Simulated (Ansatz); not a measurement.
# Relaxing Au

Theory: DFT PBE, scalar-relativistic, plane waves, PAW (Ansatz 0.2.0). Cutoff 420 eV, Γ-centred k mesh, Gaussian smearing, no spin polarisation in the final step.

The start puts Au on the diamond structure type (Fd-3m, No. 227), at a guessed volume.

```yaml
crystal:
  lattice:
    - [0.00000, 2.74703, 2.74703]
    - [2.74703, 0.00000, 2.74703]
    - [2.74703, 2.74703, 0.00000]
  atoms:
    - { symbol: Au, position: [0.50000, 0.50000, 0.50000] }
    - { symbol: Au, position: [0.75000, 0.75000, 0.75000] }
```

Cell and atoms relax at zero pressure; the relaxation can't lower the symmetry of the start. After a coarse first stage the cell is made exact in the group found at 0.06 Å.

Energies count from the standard state of Au at the same level.

(1) Describe the relaxed structure.

(2) What are its volume, energy, density and gap?

Answers

(1) It keeps Fd-3m (No. 227). The result has the diamond structure. Conventional cell: a = 6.164 Å. Au is coordinated by 4 Au at 2.67 Å.

```xyz
2
Lattice="0.0000 3.0819 3.0819 3.0819 0.0000 3.0819 3.0819 3.0819 0.0000" Properties=species:S:1:pos:R:3 pbc="T T T"
Au    3.0819    3.0819    3.0819
Au    4.6228    4.6228    4.6228
```

(2) The volume per atom is 29.27 Å³. The density is 11.17 g/cm³ and the energy over the standard structure is 0.71 eV/atom. The gap on the 16×16×16 mesh is 0 eV (a metal).

The final run used a 16×16×16 mesh on its 2-atom cell and 0.10 eV smearing. The k mesh leaves about 4 meV/atom of noise in metals. Spin–orbit coupling is left out. A structure relaxed within its symmetry needn't be a true minimum.